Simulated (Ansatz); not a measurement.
Si2W: experiment and calculation

**What was measured.**

From “Giant magnetoresistance, Fermi surface topology, Shoenberg effect and vanishing quantum oscillations in type-II Dirac semimetal candidates MoSi2 and WSi2”, 2022, arxiv:2202.05362, for a powder of Si2W: lattice constant a 3.21395 Å; lattice constant c 7.83128 Å.

The results are compared with them further down.

The calculation used DFT PBEsol, scalar-relativistic, plane waves, PAW in Ansatz 0.2.0.

Plane waves to 420 eV, a k mesh through Γ of 18×18×18 on the computed 3-atom cell and Gaussian smearing (0.10 eV); no spin polarisation.

Relaxed structure, symmetry kept:

```yaml
crystal:
  lattice:
    - [-1.60128, 1.60128, 3.90796]
    - [1.60128, -1.60128, 3.90796]
    - [1.60128, 1.60128, -3.90796]
  atoms:
    - { symbol: Si, position: [0.33454, 0.33454, 0.00000] }
    - { symbol: Si, position: [0.66546, 0.66546, 0.00000] }
    - { symbol: W, position: [0.00000, 0.00000, 0.00000] }
```

| Property | Result |
| --- | --- |
| Space group | I4/mmm (No. 139) |
| Volume per atom | 13.36 Å³ |
| Formation energy from the elements' standard states (uncorrected) | -0.449 eV/atom |
| Kohn–Sham band gap | none (metal) |
| Density of states at the Fermi level | 0.22 states/eV per cell (so small that it hangs on the mesh: a semimetal, or crossings between mesh points) |
| Löwdin character within 0.5 eV of the Fermi level | W 5d 66 %, Si 3p 23 %, Si 3s 7 % |
| Bulk modulus | 231 GPa |
| Its pressure derivative | 4.3 |
| Bader charges (e) | Si (2 in the cell) 0.00, W (1 in the cell) 0.00 |

Spin-orbit coupling is left out, which matters for the bands of heavy elements.

Measured lattice constant a of Si2W: 3.21395 Å (powder; the paper above). This calculation gives 3.203 Å (-0.4 %). A measured lattice constant c of Si2W is 7.83128 Å (powder; the paper above); the calculated 7.816 Å misses it by -0.2 %. The calculation is for 0 K without zero-point motion.